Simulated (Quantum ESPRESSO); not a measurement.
Crystal: Ta2N.

```xyz
3
Lattice="3.1129 0.0000 0.0000 -1.5564 2.6958 0.0000 0.0000 0.0000 4.8698" Properties=species:S:1:pos:R:3 pbc="T T T"
Ta    0.0000    1.7972    1.2404
Ta    1.5564    0.8986    3.6294
N     0.0000    0.0000    0.0000
```

The cell comes from a database or a generator and needn't be the stable form of this composition.

Base run:

- Program: Quantum ESPRESSO 7.5
- Functional: PBEsol
- Potentials or basis: GBRV 1.5 PBEsol
- Cutoff: 762 eV
- Density cutoff: 6095 eV
- k mesh: 10 × 10 × 6
- Occupations: fermi-dirac, width 0.05 eV
- Spin: no spin polarisation
- Hubbard terms: Ta d U = 5 eV

Its results: band gap on the k mesh none (metal or under the smearing width); pressure -17.2 GPa; largest force 0.352 eV/Å.

**Question.** After a change of settings the same cell gave: band gap on the k mesh none (metal or under the smearing width); pressure -15.5 GPa; largest force 0.334 eV/Å. Which change was it?
A. hubbard terms from Ta d U = 5 eV to Ta d U = 1 eV
B. hubbard terms from Ta d U = 5 eV to none
C. hubbard terms from Ta d U = 5 eV to Ta d U = 4 eV

**Answer.** C.

Caveats: U without spin polarisation on a metal has little footing.

Not every run made on this cell is shown here.
